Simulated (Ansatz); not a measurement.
Crystal: I, bcc type, 1 atom in the cell.

Level of theory: PBE, plane waves, PAW datasets (generated soft set 1) (Ansatz 0.2.0 development build).

Cutoff 420 eV; k-mesh 37×37×37 Γ-centred; Fermi–Dirac smearing of 0.0612 eV; no spin polarisation; no spin–orbit coupling.

Problem. What equilibrium volume, lattice constant and bulk modulus does this give?

Solution. V₀ = 35.982 Å³/atom (a₀ = 4.159 Å), B₀ = 22.9 GPa, B₀′ = 5.61. The points behind the fit:

```tsv
V (Å³/atom)	a (Å)	E − E(min) (meV/atom)	P (GPa)
33.823	4.0745	10.62	1.69
34.542	4.1032	4.51	1.05
35.262	4.1315	1.08	0.49
35.982	4.1595	0.00	0.00
36.701	4.1870	0.98	-0.43
37.421	4.2142	3.77	-0.80
38.140	4.2410	8.14	-1.13
```

The published all-electron PBE values for this crystal (mean of FLEUR and WIEN2k, k-spacing 0.06 Å⁻¹; Bosoni et al., Nat. Rev. Phys. 6, 45 (2024)) are V₀ = 35.987 Å³/atom, B₀ = 22.9 GPa, B₀′ = 5.58.

The stress includes the program's correction for the finite plane-wave basis.

This cubic structure is a model: it isn't the usual form of the substance at ambient conditions, and such phases are metastable or hypothetical.
